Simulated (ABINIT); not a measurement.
# InP (F-43m) in ABINIT: notebook

One crystal, InP, is run at these levels: PBEsol, LDA; tasks: band structure.

Everything below comes from runs of ABINIT 10.8.3 (patched build). Logs are shortened: lines on timing, memory, paths and dates and some standing lists are left out, and cuts for length are marked. The log counts tension as positive stress, the text compression.

**What was measured.**

From a printed reference work, data compilation, for a bulk crystal of InP at 1.6 K: band gap 1.4236 eV (direct).

The runs below are set against these values where they give the same quantity.

### Step 1. The structure

Symmetry: F-43m, No. 216, cubic system. Conventional cell: a = 5.861 Å, b = 5.861 Å, c = 5.861 Å, α = 90.00°, β = 90.00°, γ = 90.00°. In (site symmetry -43m) is surrounded by 4 P at 2.54 Å. Around P (site symmetry -43m) lie 4 In at 2.54 Å.

### Step 2. Band structure, PBEsol

run.abi

```
# Datasets: ground state, then fixed potential
ndtset 2

# Pseudopotentials
pp_dirpath "./"
pseudos "In.upf, P.upf"

# Structure
acell 4.1443528445 4.1443528445 4.1443528445 Angstrom
rprim
     0.0000000000     0.7071067812     0.7071067812
     0.7071067812     0.0000000000     0.7071067812
     0.7071067812     0.7071067812     0.0000000000
ntypat 2
znucl 49 15
natom 2
typat 1 2
xred
     0.0000000000     0.0000000000     0.0000000000
     0.7500000000     0.7500000000     0.7500000000

# Plane-wave basis
ecut 35.0

# Exchange and correlation
ixc -116133

# Bands and occupations
occopt 3
tsmear 0.05 eV

# SCF cycle
nstep 100

# Output
iomode 3
prtwf 0
prteig 0
prtebands 0
prtden1 1
prtvha1 1
prtvclmb1 1
prtpot1 1
prtelf1 1

# Dataset 1
kptopt1 1
ngkpt1 8 8 8
nshiftk1 1
shiftk1 0.0 0.0 0.0
nband1 13
tolvrs1 1.0e-10

# Dataset 2: bands along G-X-W-K-G-L-U-W-L-K
iscf2 -2
getden2 1
nband2 17
nbdbuf2 2
tolwfr2 1.0e-12
kptopt2 -9
ndivsm2 6
prteig2 1
kptbounds2
     0.0000000000     0.0000000000     0.0000000000
     0.5000000000     0.0000000000     0.5000000000
     0.5000000000     0.2500000000     0.7500000000
     0.3750000000     0.3750000000     0.7500000000
     0.0000000000     0.0000000000     0.0000000000
     0.5000000000     0.5000000000     0.5000000000
     0.6250000000     0.2500000000     0.6250000000
     0.5000000000     0.2500000000     0.7500000000
     0.5000000000     0.5000000000     0.5000000000
     0.3750000000     0.3750000000     0.7500000000
```

Potentials or basis: PseudoDojo NC SR PBEsol v0.4.1 standard.

Launch:

```console
abinit run.abi > log 2>&1
```

run.abo:

```text
.Version 10.8.3 of ABINIT
 DATASET    1 : space group F-4 3 m (#216); Bravais cF (face-center cubic)
================================================================================
 Values of the parameters that define the memory need for DATASET  1.
     intxc =       0    ionmov =       0      iscf =       7    lmnmax =       6
     lnmax =       6     mgfft =      45  mpssoang =       3    mqgrid =    3001
     natom =       2  nloc_mem =       1    nspden =       1   nspinor =       1
    nsppol =       1      nsym =      24    n1xccc =    2501    ntypat =       2
    occopt =       3   xclevel =       2
       mpw =        3380          nfft =       91125          nkpt =          29
================================================================================
================================================================================

 DATASET    2 : space group F-4 3 m (#216); Bravais cF (face-center cubic)
================================================================================
 Values of the parameters that define the memory need for DATASET  2.
     intxc =       0    ionmov =       0      iscf =      -2    lmnmax =       6
     lnmax =       6     mgfft =      45  mpssoang =       3    mqgrid =    3001
     natom =       2  nloc_mem =       1    nspden =       1   nspinor =       1
    nsppol =       1      nsym =      24    n1xccc =    2501    ntypat =       2
    occopt =       3   xclevel =       2
       mpw =        3395          nfft =       91125          nkpt =         103
================================================================================
================================================================================

--------------------------------------------------------------------------------
------------- Echo of variables that govern the present computation ------------
--------------------------------------------------------------------------------
 -outvars: echo values of preprocessed input variables --------
            acell      7.8316918452E+00  7.8316918452E+00  7.8316918452E+00 Bohr
              amu      1.14820000E+02  3.09737620E+01
             ecut      3.50000000E+01 Hartree
           getden1          0
           getden2          1
             iscf1          7
             iscf2         -2
                       outvar_i_n : Printing only first  50 k-points.
              ixc     -116133
           jdtset        1    2
                       outvar_i_n : Printing only first  50 k-points.
           kptopt1          1
           kptopt2         -9
         kptrlatt        8    0    0      0    8    0      0    0    8
          kptrlen1     6.26535348E+01
          kptrlen2     3.00000000E+01
            natom           2
            nband1         13
            nband2         17
           nbdbuf1          0
           nbdbuf2          2
           ndtset           2
           ndivsm1          0
           ndivsm2          6
            ngfft          45      45      45
             nkpt1         29
             nkpt2        103
            nstep         100
             nsym          24
           ntypat           2
           occopt           3
        prtebands           0
           prteig1          0
           prteig2          1
           prtelf1          1
           prtelf2          0
           prtpot1          1
           prtpot2          0
         prtvclmb1          1
         prtvclmb2          0
           prtvha1          1
           prtvha2          0
            prtwf           0
            rprim      0.0000000000E+00  7.0710678120E-01  7.0710678120E-01
                       7.0710678120E-01  0.0000000000E+00  7.0710678120E-01
                       7.0710678120E-01  7.0710678120E-01  0.0000000000E+00
           shiftk1     0.00000000E+00  0.00000000E+00  0.00000000E+00
           shiftk2     5.00000000E-01  5.00000000E-01  5.00000000E-01
          spgroup         216
           tolvrs1     1.00000000E-10
           tolvrs2     0.00000000E+00
           tolwfr1     0.00000000E+00
           tolwfr2     1.00000000E-12
           tsmear      1.83746611E-03 Hartree
            typat      1  2
                       outvars : Printing only first  50 k-points.
[... 208 lines left out ...]
--------------------------------------------------------------------------------

================================================================================
 Non-SCF case, kpt    1 (  0.00000  0.00000  0.00000), residuals and eigenvalues=
  3.42E-13  2.40E-13  6.43E-13  4.93E-13  4.10E-13  5.63E-13  3.76E-13  9.62E-13
  7.27E-13  5.32E-13  8.64E-13  5.07E-13  4.35E-13  9.17E-13  6.47E-13  3.83E-11
  9.56E-13
 -3.5918E-01 -3.5918E-01 -3.5918E-01 -3.5357E-01 -3.5357E-01 -2.6123E-01
  1.6309E-01  1.6309E-01  1.6309E-01  1.8563E-01  3.1066E-01  3.1066E-01
  3.1066E-01  4.7043E-01  5.0787E-01  5.0787E-01  5.7048E-01
 Non-SCF case, kpt    2 (  0.02941  0.00000  0.02941), residuals and eigenvalues=
  7.87E-13  3.85E-13  8.69E-13  7.69E-13  4.87E-13  6.59E-13  3.23E-13  8.73E-13
  5.41E-13  8.11E-13  6.51E-13  7.95E-13  7.88E-13  9.79E-13  4.08E-13  5.43E-12
  1.56E-06
 -3.5925E-01 -3.5915E-01 -3.5915E-01 -3.5358E-01 -3.5355E-01 -2.6074E-01
  1.5462E-01  1.6180E-01  1.6180E-01  1.9406E-01  3.0891E-01  3.1239E-01
  3.1239E-01  4.7326E-01  5.0134E-01  5.0818E-01  5.7158E-01
[... 693 lines left out ...]
 Non-SCF case, kpt  102 (  0.38750  0.38750  0.72500), residuals and eigenvalues=
  4.00E-13  8.60E-13  8.24E-13  9.31E-13  4.52E-13  6.07E-13  4.40E-13  6.39E-13
  5.59E-13  4.70E-13  9.40E-13  9.99E-13  8.10E-13  4.39E-13  9.69E-13  5.14E-07
  9.25E-05
 -3.6476E-01 -3.5665E-01 -3.5599E-01 -3.5442E-01 -3.5290E-01 -1.7488E-01
 -4.3783E-02  3.8639E-02  9.4024E-02  2.4878E-01  3.3220E-01  4.2596E-01
  4.2721E-01  4.6154E-01  5.1850E-01  6.3545E-01  6.7858E-01
 Non-SCF case, kpt  103 (  0.37500  0.37500  0.75000), residuals and eigenvalues=
  4.25E-13  6.25E-13  4.49E-13  6.37E-13  7.67E-13  5.54E-13  2.28E-13  5.05E-13
  5.18E-13  7.44E-13  5.98E-13  8.58E-13  7.25E-13  3.68E-13  6.16E-13  6.57E-07
  1.68E-03
 -3.6494E-01 -3.5649E-01 -3.5586E-01 -3.5457E-01 -3.5282E-01 -1.7328E-01
 -4.5199E-02  3.9600E-02  9.0937E-02  2.4567E-01  3.2190E-01  4.3631E-01
  4.3725E-01  4.6263E-01  5.2389E-01  6.3354E-01  6.8249E-01

--- !ResultsGS
iteration_state: {dtset: 2, }
comment   : Summary of ground state results
lattice_vectors:
- [  0.0000000,   5.5378424,   5.5378424, ]
- [  5.5378424,   0.0000000,   5.5378424, ]
- [  5.5378424,   5.5378424,   0.0000000, ]
lattice_lengths: [   7.83169,    7.83169,    7.83169, ]
lattice_angles: [ 60.000,  60.000,  60.000, ] # degrees, (23, 13, 12)
lattice_volume:   3.3966576E+02
convergence: {deltae:  0.000E+00, res2:  0.000E+00, residm:  9.994E-13, diffor:  0.000E+00, }
etotal    :  -7.32337958E+01
entropy   :   0.00000000E+00
fermie    :   1.75505177E-01
cartesian_stress_tensor: null
pressure_GPa: null
xred      :
- [  0.0000E+00,   0.0000E+00,   0.0000E+00, In]
- [  7.5000E-01,   7.5000E-01,   7.5000E-01,  P]
cartesian_forces: null
force_length_stats: {min: null, max: null, mean: null, }
...

 Integrated electronic density in atomic spheres:
 ------------------------------------------------
 Atom  Sphere_radius  Integrated_density
    1        2.00000          9.89361813
    2        2.00000          2.74078366
================================================================================

 ----iterations are completed or convergence reached----

 Mean square residual over all n,k,spin=   62.940E-14; max=  99.941E-14
 reduced coordinates (array xred) for    2 atoms
       0.000000000000      0.000000000000      0.000000000000
       0.750000000000      0.750000000000      0.750000000000

 cartesian coordinates (angstrom) at end:
    1      0.00000000000000     0.00000000000000     0.00000000000000
    2      4.39575000004719     4.39575000004719     4.39575000004719
 length scales=  7.831691845232  7.831691845232  7.831691845232 bohr
              =  4.144352844500  4.144352844500  4.144352844500 angstroms
 Eigenvalues (hartree) for nkpt= 103  k points:
 kpt#   1, nband= 17, wtk=  1.00000, kpt=  0.0000  0.0000  0.0000 (reduced coord)
  -0.35918   -0.35918   -0.35918   -0.35357   -0.35357   -0.26123    0.16309    0.16309
   0.16309    0.18563    0.31066    0.31066    0.31066    0.47043    0.50787    0.50787
   0.57048
 kpt#   2, nband= 17, wtk=  1.00000, kpt=  0.0294  0.0000  0.0294 (reduced coord)
  -0.35925   -0.35915   -0.35915   -0.35358   -0.35355   -0.26074    0.15462    0.16180
   0.16180    0.19406    0.30891    0.31239    0.31239    0.47326    0.50134    0.50818
   0.57158
 kpt#   3, nband= 17, wtk=  1.00000, kpt=  0.0588  0.0000  0.0588 (reduced coord)
  -0.35947   -0.35905   -0.35905   -0.35361   -0.35352   -0.25926    0.14007    0.15811
   0.15811    0.20841    0.30405    0.31737    0.31737    0.48059    0.48711    0.50909
   0.57482
 kpt#   4, nband= 17, wtk=  1.00000, kpt=  0.0882  0.0000  0.0882 (reduced coord)
  -0.35981   -0.35890   -0.35890   -0.35368   -0.35347   -0.25683    0.12458    0.15252
   0.15252    0.22336    0.29695    0.32514    0.32514    0.46782    0.49468    0.51060
   0.58016
 kpt#   5, nband= 17, wtk=  1.00000, kpt=  0.1176  0.0000  0.1176 (reduced coord)
[... 381 lines left out ...]
   0.10217    0.25622    0.33939    0.40053    0.40682    0.47700    0.51875    0.60598
   0.64164
 kpt# 101, nband= 17, wtk=  1.00000, kpt=  0.4000  0.4000  0.7000 (reduced coord)
  -0.36455   -0.35683   -0.35618   -0.35424   -0.35298   -0.17765   -0.04247    0.04120
   0.09782    0.25247    0.33916    0.41308    0.41453    0.46812    0.51711    0.62568
   0.65585
 kpt# 102, nband= 17, wtk=  1.00000, kpt=  0.3875  0.3875  0.7250 (reduced coord)
  -0.36476   -0.35665   -0.35599   -0.35442   -0.35290   -0.17488   -0.04378    0.03864
   0.09402    0.24878    0.33220    0.42596    0.42721    0.46154    0.51850    0.63545
   0.67858
 kpt# 103, nband= 17, wtk=  1.00000, kpt=  0.3750  0.3750  0.7500 (reduced coord)
  -0.36494   -0.35649   -0.35586   -0.35457   -0.35282   -0.17328   -0.04520    0.03960
   0.09094    0.24567    0.32190    0.43631    0.43725    0.46263    0.52389    0.63354
   0.68249

== END DATASET(S) ==============================================================
================================================================================

 -outvars: echo values of variables after computation  --------
            acell      7.8316918452E+00  7.8316918452E+00  7.8316918452E+00 Bohr
           etotal1    -7.3233795761E+01
            fcart1    -0.0000000000E+00 -0.0000000000E+00 -0.0000000000E+00
                      -0.0000000000E+00 -0.0000000000E+00 -0.0000000000E+00
            rprim      0.0000000000E+00  7.0710678120E-01  7.0710678120E-01
                       7.0710678120E-01  0.0000000000E+00  7.0710678120E-01
                       7.0710678120E-01  7.0710678120E-01  0.0000000000E+00
           strten1    -2.3929795768E-05 -2.3929795768E-05 -2.3929795768E-05
                       0.0000000000E+00  0.0000000000E+00  0.0000000000E+00
           xangst      0.0000000000E+00  0.0000000000E+00  0.0000000000E+00
                       4.3957500000E+00  4.3957500000E+00  4.3957500000E+00
             xred      0.0000000000E+00  0.0000000000E+00  0.0000000000E+00
                       7.5000000000E-01  7.5000000000E-01  7.5000000000E-01
 Calculation completed.
```

It took 3.1 min on 1 thread of Arm Neoverse V2, shared host; peak memory 0.17 GiB.

Results:

```
Free energy                                           : -1992.7931 eV
Pressure                                              : 0.7 GPa
Band gap on the k mesh                                : 0.61 eV, direct
Band gap along the path                               : 0.61 eV, direct
Valence electrons inside the program's atomic spheres : In 9.89; P 2.74
```

Levels at the corners of the path, in eV from the valence-band top:
| point | band 7 | band 8 | band 9 | band 10 | band 11 | band 12 |
| --- | --- | --- | --- | --- | --- | --- |
| Γ | 0.00 | 0.00 | 0.00 | 0.61 | 4.02 | 4.02 |
| X | -5.81 | -2.35 | -2.35 | 1.63 | 2.16 | 9.11 |
| W | -5.66 | -3.00 | -2.96 | 4.20 | 4.34 | 5.48 |
| K | -5.67 | -3.36 | -1.96 | 2.25 | 4.32 | 7.43 |
| Γ | 0.00 | 0.00 | 0.00 | 0.61 | 4.02 | 4.02 |
| L | -5.80 | -0.98 | -0.98 | 1.40 | 4.73 | 4.73 |
| U | -5.67 | -3.36 | -1.96 | 2.25 | 4.32 | 7.43 |
| W | -5.66 | -3.00 | -2.96 | 4.20 | 4.34 | 5.48 |
| L | -5.80 | -0.98 | -0.98 | 1.40 | 4.73 | 4.73 |
| K | -5.67 | -3.36 | -1.96 | 2.25 | 4.32 | 7.43 |

Caveat: spin-orbit coupling is left out, which moves the levels of the heavy elements.

### Step 3. Band structure, LDA

Edit run.abi of step 2 so:

```diff
@@ -8,3 +8,3 @@
 # Structure
-acell 4.1443528445 4.1443528445 4.1443528445 Angstrom
+acell 7.83169184 7.83169184 7.83169184
 rprim
@@ -25,3 +25,3 @@
 # Exchange and correlation
-ixc -116133
+ixc 7
 
@@ -39,7 +39,4 @@
 prtebands 0
+enunit 2
 prtden1 1
-prtvha1 1
-prtvclmb1 1
-prtpot1 1
-prtelf1 1
 
@@ -62,2 +59,3 @@
 prteig2 1
+prtvol2 -3
 kptbounds2
```

Potentials or basis: PseudoDojo NC SR LDA v0.4.1 standard.

Launch:

```console
abinit run.abi > log 2>&1
```

run.abo:

```text
.Version 10.8.3 of ABINIT
 DATASET    1 : space group F-4 3 m (#216); Bravais cF (face-center cubic)
================================================================================
 Values of the parameters that define the memory need for DATASET  1.
     intxc =       0    ionmov =       0      iscf =       7    lmnmax =       6
     lnmax =       6     mgfft =      45  mpssoang =       3    mqgrid =    3001
     natom =       2  nloc_mem =       1    nspden =       1   nspinor =       1
    nsppol =       1      nsym =      24    n1xccc =    2501    ntypat =       2
    occopt =       3   xclevel =       1
       mpw =        3380          nfft =       91125          nkpt =          29
================================================================================
================================================================================

 DATASET    2 : space group F-4 3 m (#216); Bravais cF (face-center cubic)
================================================================================
 Values of the parameters that define the memory need for DATASET  2.
     intxc =       0    ionmov =       0      iscf =      -2    lmnmax =       6
     lnmax =       6     mgfft =      45  mpssoang =       3    mqgrid =    3001
     natom =       2  nloc_mem =       1    nspden =       1   nspinor =       1
    nsppol =       1      nsym =      24    n1xccc =    2501    ntypat =       2
    occopt =       3   xclevel =       1
       mpw =        3395          nfft =       91125          nkpt =         103
================================================================================
[... 1842 lines left out ...]
   2.63293    6.78487    9.04612   10.72386   10.88168   12.76339   13.97689   16.32812
  17.24986
 kpt# 101, nband= 17, wtk=  1.00000, kpt=  0.4000  0.4000  0.7000 (reduced coord)
 -10.06099   -9.85164   -9.83371   -9.78088   -9.74613   -4.97458   -1.35569    0.97297
   2.51453    6.68728    9.04049   11.05095   11.10179   12.51746   13.93326   16.84867
  17.64966
 kpt# 102, nband= 17, wtk=  1.00000, kpt=  0.3875  0.3875  0.7250 (reduced coord)
 -10.06672   -9.84658   -9.82848   -9.78564   -9.74418   -4.89815   -1.39423    0.90504
   2.41132    6.58952    8.85407   11.40027   11.44392   12.33272   13.97212   17.09204
  18.31245
 kpt# 103, nband= 17, wtk=  1.00000, kpt=  0.3750  0.3750  0.7500 (reduced coord)
 -10.07168   -9.84212   -9.82482   -9.78971   -9.74181   -4.85389   -1.43406    0.93169
   2.32728    6.50680    8.57609   11.68045   11.71481   12.35777   14.11869   17.03473
  18.19011

== END DATASET(S) ==============================================================
================================================================================

 -outvars: echo values of variables after computation  --------
            acell      7.8316918400E+00  7.8316918400E+00  7.8316918400E+00 Bohr
           etotal1    -7.3219112993E+01
            fcart1    -7.5972876275E-31 -7.5972876275E-31  2.2791862882E-30
                       7.5972876275E-31  7.5972876275E-31 -2.2791862882E-30
            rprim      0.0000000000E+00  7.0710678120E-01  7.0710678120E-01
                       7.0710678120E-01  0.0000000000E+00  7.0710678120E-01
                       7.0710678120E-01  7.0710678120E-01  0.0000000000E+00
           strten1     4.5720222976E-05  4.5720222976E-05  4.5720222976E-05
                       0.0000000000E+00  0.0000000000E+00  0.0000000000E+00
           xangst      0.0000000000E+00  0.0000000000E+00  0.0000000000E+00
                       4.3957499971E+00  4.3957499971E+00  4.3957499971E+00
             xred      0.0000000000E+00  0.0000000000E+00  0.0000000000E+00
                       7.5000000000E-01  7.5000000000E-01  7.5000000000E-01
 Calculation completed.
```

Wall time 2.8 min (1 thread of Arm Neoverse V2, shared host); peak memory 0.16 GiB.

Results:

| Quantity | Value |
| --- | --- |
| Free energy | -1992.3936 eV |
| Pressure | -1.3 GPa |
| Band gap on the k mesh | 0.49 eV, direct |
| Band gap along the path | 0.49 eV, direct |
| Valence electrons inside the program's atomic spheres | In 9.90; P 2.75 |

Levels at the corners of the path, in eV from the valence-band top:
```
point  band 5  band 6  band 7  band 8  band 9  band 10  band 11  band 12  band 13  band 14
    Γ  -14.06  -11.56    0.00    0.00    0.00     0.49     3.97     3.97     3.97     8.27
    X  -14.02   -9.14   -5.88   -2.36   -2.36     1.61     2.12     9.01     9.41     9.41
    W  -14.04   -9.06   -5.73   -3.00   -2.97     4.19     4.27     5.41     6.05     9.98
    K  -14.04   -9.15   -5.73   -3.37   -1.97     2.21     4.28     7.38     7.42     8.06
    Γ  -14.06  -11.56    0.00    0.00    0.00     0.49     3.97     3.97     3.97     8.27
    L  -14.05   -9.81   -5.84   -0.99   -0.99     1.31     4.70     4.70     6.92     9.25
    U  -14.04   -9.15   -5.73   -3.37   -1.97     2.21     4.28     7.38     7.42     8.06
    W  -14.04   -9.06   -5.73   -3.00   -2.97     4.19     4.27     5.41     6.05     9.98
    L  -14.05   -9.81   -5.84   -0.99   -0.99     1.31     4.70     4.70     6.92     9.25
    K  -14.04   -9.15   -5.73   -3.37   -1.97     2.21     4.28     7.38     7.42     8.06
```

Caveat: spin-orbit coupling is left out, which moves the levels of the heavy elements.

### Step 4. Comparison with measurements

Step 2. Measured gap of InP: 1.4236 eV (direct; 1.6 K; a printed reference work, data compilation). This calculation gives 0.61 eV (-0.81 eV). Spin-orbit coupling on In is left out. The value is that of PBEsol, without temperature or zero-point motion. Semilocal functionals fall short of measured gaps as a rule.

Step 3. A measured gap of InP is 1.4236 eV (direct; 1.6 K; a printed reference work, data compilation); the calculated 0.49 eV misses it by -0.94 eV. Spin-orbit coupling on In is left out. The value is that of LDA, without temperature or zero-point motion. Semilocal functionals fall short of measured gaps as a rule.
